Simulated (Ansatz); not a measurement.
## SiRu: a prediction, then the measurements

All numbers below come from DFT PBE, scalar-relativistic, plane waves, PAW (Ansatz).

Cutoff 420 eV; k points 8×8×8 on the computed 8-atom cell (Γ-centred); Gaussian smearing, width 0.01 eV; no spin polarisation.

Relaxed structure:

```yaml
crystal:
  lattice:
    - [4.73636, 0.00000, 0.00000]
    - [0.00000, 4.73636, 0.00000]
    - [0.00000, 0.00000, 4.73636]
  atoms:
    - { symbol: Si, position: [0.16250, 0.33750, 0.66250] }
    - { symbol: Si, position: [0.33750, 0.66250, 0.16250] }
    - { symbol: Si, position: [0.66250, 0.16250, 0.33750] }
    - { symbol: Si, position: [0.83750, 0.83750, 0.83750] }
    - { symbol: Ru, position: [0.87094, 0.62906, 0.37094] }
    - { symbol: Ru, position: [0.62906, 0.37094, 0.87094] }
    - { symbol: Ru, position: [0.37094, 0.87094, 0.62906] }
    - { symbol: Ru, position: [0.12906, 0.12906, 0.12906] }
```

- Space group: P2_13 (No. 198)
- Volume per atom: 13.28 Å³
- Formation energy from the elements' standard states (uncorrected): -0.633 eV/atom
- Kohn–Sham band gap: 0.23 eV
- Orbital (Löwdin) character of the top 1 eV of the valence band: Ru 4d 83 %, Si 3p 11 %
- Orbital (Löwdin) character of the lowest 1 eV of the conduction band: Ru 4d 81 %, Si 3p 14 %
- Bader charge by site (e): Si (4 in the cell) 0.67, Ru (4 in the cell) -0.67

**Against measurements.**

Measured lattice constant a of SiRu: 4.703 Å (a printed reference work (data compilation, original work of 1962)). This calculation gives 4.736 Å (+0.7 %). The calculation is for 0 K without zero-point motion.

It was relaxed from a Materials Project cell. Kohn–Sham gaps at this level usually fall short of measured ones. Löwdin shares on free-atom orbitals overweight diffuse shells in the empty bands.
